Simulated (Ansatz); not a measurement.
The elements of this relaxed trial crystal are hidden behind letters.

```
lattice vectors (Å)
  -4.0882    4.0882    1.9598
   4.0882   -4.0882    1.9598
   4.0882    4.0882   -1.9598
fractional positions
X 0.2226 0.4308 0.6534
X 0.5692 0.2226 0.7918
X 0.4308 0.7774 0.2082
X 0.7774 0.5692 0.3466
Z 0.0000 0.0000 0.0000
```

These are results of DFT PBE, scalar-relativistic, plane waves, PAW in Ansatz 0.2.0, not measurements. Plane waves to 420 eV, a 10×10×10 mesh through Γ for the 5-atom cell and 0.10 eV Gaussian smearing; no spin polarisation.

```
Space group                                 : I4/m (No. 87)
Conventional cell                           : a = 8.176 Å, c = 3.920 Å
Volume per atom                             : 26.20 Å³
Density                                     : 6.94 g/cm³
Formation energy                            : +0.11 eV/atom
Gap on the 10×10×10 mesh of the 5-atom cell : 0 eV (a metal)
```

Energies are uncorrected and count from the elements' standard states at the same level.

Q: X is a p-block element of period 5 and Z is a p-block element of period 4. Which elements are they?

A: X = Sn, Z = Ge, so the formula is Sn4Ge. Density times volume gives a mean mass of 6.94 × 26.20/1.6605 = 109.5 u per atom, and this set has 109.5 u. Among the elements that the hints allow, noble gases aside, only these give it. Sn is surrounded by 2 Ge at 3.05 Å, 6 Sn at 3.31–3.33 Å, 2 Sn at 3.58 Å, 3 Sn at 3.81–3.92 Å and 1 Ge at 3.96 Å; Ge is surrounded by 8 Sn at 3.05 Å, 2 Ge at 3.92 Å and 4 Sn at 3.96 Å.

A structure relaxed within its symmetry needn't be a true minimum.
